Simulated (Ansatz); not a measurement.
**LiCl: a film clamped to a substrate**

Method: DFT PBE, scalar-relativistic, plane waves, PAW in Ansatz 0.2.0. Cutoff 420 eV, Γ-centred 8×8×8 k-points, Gaussian smearing of 0.05 eV. No spin polarisation. Energies are free energies at this smearing, counted from the undisturbed cell; pressure is positive in compression.

Zero of the scan (as given, not relaxed at this level; it stands at 0.4 GPa):

```
Li Cl
1.0
     0.00000    2.56476    2.56476
     2.56476    0.00000    2.56476
     2.56476    2.56476    0.00000
Li Cl
1 1
Direct
  0.00000 0.00000 0.00000
  0.50000 0.50000 0.50000
```

The cell (2 atoms, V0 = 33.74 Å³) is strained by p along both x and y and by q along z, fractional coordinates fixed. τp = (1/V0) ∂E/∂p = (σxx + σyy)(1 + p)(1 + q) and τq = (1/V0) ∂E/∂q = σzz(1 + p)², with tension positive.

```
     p q  ΔE (meV/atom)  τp (GPa)  τq (GPa)
 0.000   0.000           0.00     -0.80     -0.40
-0.025   0.000           7.72     -5.28     -1.52
 0.025   0.000           2.54      2.56      0.71
 0.000  -0.025           3.07     -1.95     -2.02
 0.000   0.025           0.59      0.28      0.78
```

Get the second derivatives of the energy density.

Central differences give A = ∂τp/∂p = 157 GPa (C11 + C22 + 2 C12), C = ∂τq/∂q = 56 GPa (C33) and the cross term B = ∂τq/∂p = 45 GPa (C13 + C23); ∂τp/∂q = 45 GPa must equal B, and any difference shows higher-order terms. The ions are clamped. In a cubic crystal C11 = C = 56, C12 = B/2 = 22.3 GPa and A should be 2(C11 + C12) = 156 GPa; the bulk modulus is (C11 + 2 C12)/3 = 33 GPa.

A film of this crystal grows with z along the normal on a substrate that imposes p. How does its thickness respond, and what does the misfit cost?

Count p and q from the stress-free cell. A free surface needs τq = 0, so q = −(B/C) p = -0.80 p. The energy density left is (A − B²/C) p²/2 = M p², with the biaxial modulus M = 61 GPa; a misfit of 1 % costs 0.64 meV/atom, against 0.82 meV/atom if the thickness were held.

At p = 0.050 the energies along q are 11.4 (q = -0.050), 9.8 (q = -0.025), 12.7 (q = 0.000), 18.8 (q = 0.025), 27.3 (q = 0.050) meV/atom.

Does the linear rule hold at this misfit?

A parabola through the lowest point and its neighbours has its minimum at q = -0.028, 9.7 meV/atom. With the stress left in the starting cell, τp0 and τq0, linear elasticity gives q = −(τq0 + Bp)/C = -0.033 and E = V0(τp0 p + τq0 q + Ap²/2 + Bpq + Cq²/2)/N = 13.3 meV/atom. The energies differ by more than a tenth, so the quadratic law fails here: the gap holds the anharmonic part, with some error from the wide steps. Cubic terms also shift the vertex of so wide a parabola.